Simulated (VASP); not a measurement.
Wanted: the native input for a VASP 6.6.1 run.

```yaml
Task: single point
Functional: LDA
Potentials_or_basis: VASP PAW LDA potentials, release 64 (Be, S)
Cutoff: 520 eV
k_mesh: 8 × 8 × 8
Occupations: gaussian, width 0.01 eV
Spin: no spin polarisation
Dipole_correction: no
Further_INCAR_settings: ALGO = Normal; EDIFF = 1e-06; NBANDS = 11
```

The structure of BeS lies in POSCAR:

```
BeS
1.0
    0.0000000000      2.3982014402      2.3982014402
    2.3982014402      0.0000000000      2.3982014402
    2.3982014402      2.3982014402      0.0000000000
Be S
1 1
Direct
    0.0000000000      0.0000000000      0.0000000000
    0.2500000000      0.2500000000      0.2500000000
```

The cell isn't the ideal one: cell and atoms relaxed tightly for response.

The input as run:

INCAR

```
ALGO = Normal ; EDIFF = 1E-6
ENCUT = 520 ; ISIF = 2
ISMEAR = 0 ; LASPH = True
LCHARG = False ; LREAL = False
LWAVE = False ; NBANDS = 11
NELM = 60 ; PREC = Accurate
SIGMA = 0.01
```

KPOINTS

```
k-points
0
Gamma
  8 8 8
```

Potentials or basis: VASP PAW LDA potentials, release 64 (Be, S).

Run with:

```console
$ cat potpaw_LDA.64/Be/POTCAR potpaw_LDA.64/S/POTCAR > POTCAR
$ mpirun -np 1 vasp_std > vasp.out
```

It gave:

```yaml
Pressure: 0.0 GPa
Band_gap_on_the_k_mesh: 2.83 eV, indirect (least direct gap 5.53 eV)
```

It took 15 s on 1 thread of Intel(R) Xeon(R) Platinum 8488C (Sapphire Rapids), on a shared host, peak memory 0.13 GiB.
